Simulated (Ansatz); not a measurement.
The system is CrO2.

```
Cr O
1.0
     2.90657    0.00000    0.00000
    -1.42421    2.59179    0.00000
    -1.43889   -0.88819    9.28166
Cr O
2 4
Direct
  0.50329 0.26190 0.74694
  0.51100 0.74691 0.25357
  0.78237 0.38428 0.15049
  0.76151 0.89576 0.64444
  0.23728 0.10923 0.35652
  0.24619 0.62708 0.84946
```

The cell comes from a database or a generator and needn't be the stable form of this composition.

```yaml
Program: Ansatz 0.2.0
Task: single point
Functional: PBE
Potentials_or_basis: Ansatz PAW
Cutoff: "420 eV (not typed: the program's choice for these potentials)"
k_mesh: 11 × 10 × 3
Occupations: fermi-dirac, width 0.05 eV
Spin: collinear spin, ferromagnetic start
Starting_moments: "[3.0, 3.0, 0.0, 0.0, 0.0, 0.0] μB"
```

On this cell: pressure -7.5 GPa; largest force 0.665 eV/Å; net moment 4.00 μB per cell; site moments Cr +1.77, +1.79; O -0.08 μB; band gap on the k mesh none (metal or under the smearing width).

The same run follows on a disturbed copy (atoms moved at random, drawn with an rms of 0.05 Å):

```
Cr O
1.0
     2.90657    0.00000    0.00000
    -1.42421    2.59179    0.00000
    -1.43889   -0.88819    9.28166
Cr O
2 4
Direct
  0.51991 0.27033 0.74513
  0.52226 0.75888 0.25212
  0.79304 0.38514 0.14955
  0.78044 0.90506 0.64393
  0.23271 0.11973 0.35087
  0.26019 0.62624 0.84986
```

Task: What changes?

Result: The energy (extrapolated to zero smearing) moves by +1.1 meV/atom; pressure -6.4 GPa; largest force 0.785 eV/Å; net moment 4.00 μB per cell; site moments Cr +1.77, +1.75; O -0.07, -0.08 μB; band gap on the k mesh none (metal or under the smearing width).

Forces on the atoms (eV/Å):
```
Cr   0.015 -0.024  0.259
Cr  -0.145 -0.132 -0.362
O   -0.356  0.026  0.426
O    0.260 -0.205  0.461
O    0.502  0.110 -0.084
O   -0.276  0.226 -0.700
```

Stress tensor (GPa, compression positive):
```
 -6.12  -0.89   0.66
 -0.89 -10.81   1.06
  0.66   1.06  -2.21
```

Caveats: semilocal functionals often make such compounds metallic where correlation or magnetic order opens a gap, which also shifts bond lengths; only a ferromagnetic start was run, and an antiferromagnetic order may lie lower in energy.
